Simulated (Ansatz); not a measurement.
Doping CdSe for thermoelectric use, calculated with Ansatz

Space group P6_3mc (No. 186), 4 atoms in the cell of the first input below: a = 4.298 Å, b = 4.298 Å, c = 7.015 Å, α = 90.00°, β = 90.00°, γ = 120.00°.

The structure is a measured one, not always of the ambient phase, taken without relaxation (pressure 0.1 GPa with this functional, without spin–orbit coupling). Functional: PBEsol.

Spin–orbit coupling is left out. Kohn–Sham gap between the band edges found on a fine mesh: 0.54 eV.

Levels at points 0.012 Å⁻¹ about the band edges give the masses:

```yaml
crystal:
  lattice:
    - [4.2984999141, 0.0, 0.0]
    - [-2.1492499571, 3.7226101238, 0.0]
    - [0.0, 0.0, 7.0151999999]
  atoms:
    - { symbol: Cd, position: [0.6666666667, 0.3333333333, 0.0] }
    - { symbol: Cd, position: [0.3333333333, 0.6666666667, 0.5] }
    - { symbol: Se, position: [0.6666666667, 0.3333333333, 0.375] }
    - { symbol: Se, position: [0.3333333333, 0.6666666667, 0.875] }
basis:
  ecutwfc: 420
  ecutrho_ratio: 4
kpoints:
  mp_grid: { grid: [10, 10, 6] }
hamiltonian:
  xc: pbesol
scf:
  occupations: { method: gaussian, width: 0.05 }
output:
  forces: true
  stress: true
  eigenvalues: true
  eigenstates:
    kpoints:
      - [0.0, 0.0, 0.0]
      - [0.00820953, -0.004104765, 0.0]
      - [-0.00820953, 0.004104765, 0.0]
      - [0.0, 0.007109662, 0.0]
      - [0.0, -0.007109662, 0.0]
      - [0.0, 0.0, 0.013398045]
      - [0.0, 0.0, -0.013398045]
      - [0.005805014, 0.002124783, 0.0]
      - [-0.005805014, -0.002124783, 0.0]
      - [0.005805014, -0.002902507, 0.009473849]
      - [-0.005805014, 0.002902507, -0.009473849]
      - [0.0, 0.00502729, 0.009473849]
      - [0.0, -0.00502729, -0.009473849]
      - [0.004739774, 0.001734878, 0.007735365]
      - [-0.004739774, -0.001734878, -0.007735365]
      - [0.0, 0.0, 0.0]
      - [0.00820953, -0.004104765, 0.0]
      - [-0.00820953, 0.004104765, 0.0]
      - [0.0, 0.007109662, 0.0]
      - [0.0, -0.007109662, 0.0]
      - [0.0, 0.0, 0.013398045]
      - [0.0, 0.0, -0.013398045]
      - [0.005805014, 0.002124783, 0.0]
      - [-0.005805014, -0.002124783, 0.0]
      - [0.005805014, -0.002902507, 0.009473849]
      - [-0.005805014, 0.002902507, -0.009473849]
      - [0.0, 0.00502729, 0.009473849]
      - [0.0, -0.00502729, -0.009473849]
      - [0.004739774, 0.001734878, 0.007735365]
      - [-0.004739774, -0.001734878, -0.007735365]
    de_dk: true
    e_range: [-0.8723974366943, 0.8692501217136]
```

```bash
ansatz run input.yaml --threads 4 --pin off --max-ram 9216MiB --backend cpu --events-out ev --progress --plain --runs-dir out
```

Time: 9.7 s on 4 threads of Intel(R) Xeon(R) Platinum 8259CL CPU @ 2.50GHz (Skylake/Cascade Lake) (shared host), peak memory 0.6 GiB.

Edges at k = (0.000, 0.000, 0.000) and (0.000, 0.000, 0.000); masses in electron masses along fixed Cartesian directions (which need not be the axes of a valley), negative for hole-like bands, for at most the three nearest levels of the same spin at these k-points, within 0.3 eV:

```json
{"edge": "conduction", "band": "1", "from the edge (meV)": "0", "degeneracy": "1", "x": "0.056", "y": "0.056", "z": "0.054", "111": "0.055"}
```

These curvatures agree with the slopes at the same points. They hold at the edge alone, and further out the bands need not be parabolic.

Masses are left out for the valence bands: curvatures from levels and from slopes, or those of degenerate partners, don't bear each other out. Levels left out at the same k lie 56 meV under the valence edge.

The states of the whole zone with their velocity products:

```yaml
crystal:
  lattice:
    - [4.2984999141, 0.0, 0.0]
    - [-2.1492499571, 3.7226101238, 0.0]
    - [0.0, 0.0, 7.0151999999]
  atoms:
    - { symbol: Cd, position: [0.6666666667, 0.3333333333, 0.0] }
    - { symbol: Cd, position: [0.3333333333, 0.6666666667, 0.5] }
    - { symbol: Se, position: [0.6666666667, 0.3333333333, 0.375] }
    - { symbol: Se, position: [0.3333333333, 0.6666666667, 0.875] }
basis:
  ecutwfc: 420
  ecutrho_ratio: 4
kpoints:
  mp_grid: { grid: [10, 10, 6] }
hamiltonian:
  xc: pbesol
scf:
  occupations: { method: gaussian, width: 0.05 }
output:
  forces: true
  stress: true
  eigenvalues: true
  states_by_energy: { minimum_broadening: 0.05 }
```

```bash
ansatz run input.yaml --threads 4 --pin off --max-ram 9216MiB --backend cpu --events-out ev --progress --plain --runs-dir out
```

Time: 9.7 min on 4 threads of Intel(R) Xeon(R) Platinum 8259CL CPU @ 2.50GHz (Skylake/Cascade Lake), with other jobs on the host, peak memory 1.7 GiB.

From that table, at a constant relaxation time τ with Fermi–Dirac weights and rigid bands:

| T (K) | doping (cm⁻³) | μ − E_F (eV) | σ_xx/τ (10²⁰/Ω m s) | S_xx (μV/K) | Lorenz (10⁻⁸ V²/K²) | ħω_p,xx (eV) |
| --- | --- | --- | --- | --- | --- | --- |
| 600 | n 1e19 | 0.469 | 0.026 | -96 | 2.18 | 0.357 |
| 600 | p 1e19 | -0.129 | 0.00262 | 462 | 2.08 | 0.113 |
| 600 | n 1e20 | 0.909 | 0.141 | -36 | 2.40 | 0.831 |
| 600 | p 1e20 | -0.257 | 0.0259 | 271 | 1.97 | 0.356 |
| 600 | n 1e21 | 1.811 | 0.595 | -22 | 2.59 | 1.706 |
| 600 | p 1e21 | -0.451 | 0.246 | 109 | 2.14 | 1.097 |
| 900 | n 1e19 | 0.441 | 0.0242 | -137 | 2.13 | 0.344 |
| 900 | n 1e20 | 0.896 | 0.138 | -54 | 2.36 | 0.823 |
| 900 | p 1e20 | -0.189 | 0.0251 | 325 | 2.02 | 0.350 |
| 900 | n 1e21 | 1.796 | 0.599 | -35 | 2.68 | 1.713 |
| 900 | p 1e21 | -0.429 | 0.242 | 150 | 2.06 | 1.087 |

1 row with a Lorenz number over 3 is left out: with so small an uncorrected gap, carriers of both signs are excited across it there.

Task: Which of the dopings listed at 600 K has the largest power factor S²σ/τ along x?

Result: n 1e19: 0.24, p 1e19: 0.56, n 1e20: 0.18, p 1e20: 1.9, n 1e21: 0.29, p 1e21: 2.9 (10¹¹ W/m K² s), so p 1e21 cm⁻³, if τ is the same for all.

Task: What conductivity mass along x follows from the plasma energy at 1e19 electrons per cm³ and 600 K, and how does it compare with the band-edge mass?

Result: (ħω_p)² = ħ² n e²/(ε0 m) gives m = 0.108, against 0.056 at the edge: heavier. The same formula gives 0.200 at 1e20 cm⁻³, so the mass grows with filling, as the carriers reach where the band flattens or other valleys lie.

Caveats: melting, decomposition and changes of phase at these temperatures weren't checked; no scattering is computed, and the gap isn't corrected; spin–orbit coupling, left out, splits the Se p valence bands by some tenths of an eV, so hole masses, degeneracies and p rows are those of the unsplit bands.

At equal doping and temperature, holes give the larger Seebeck coefficient and electrons the larger conductivity. The conduction edge is a single, dispersive band of mainly Cd and Se s character, so its low density of states makes the electrons strongly degenerate. The Se p valence bands are flatter and lie close together, taking up the same number of carriers nearer their edge. For holes, the gain in conductivity with doping outweighs the loss in thermopower; for electrons the two nearly cancel, and the power factor dips at 1e20 cm⁻³ before recovering.

The edge mass of 0.056 is well below the accepted electron mass of CdSe. The semilocal functional's too small gap strengthens the coupling between s and p bands, which lightens the edge and makes it more non-parabolic. Electron conductivity at fixed τ is therefore probably overestimated, and the thermopower underestimated.

The hole power factor still rises at the highest doping listed, so its optimum isn't bracketed, and compensation makes such hole densities hard to reach in CdSe.
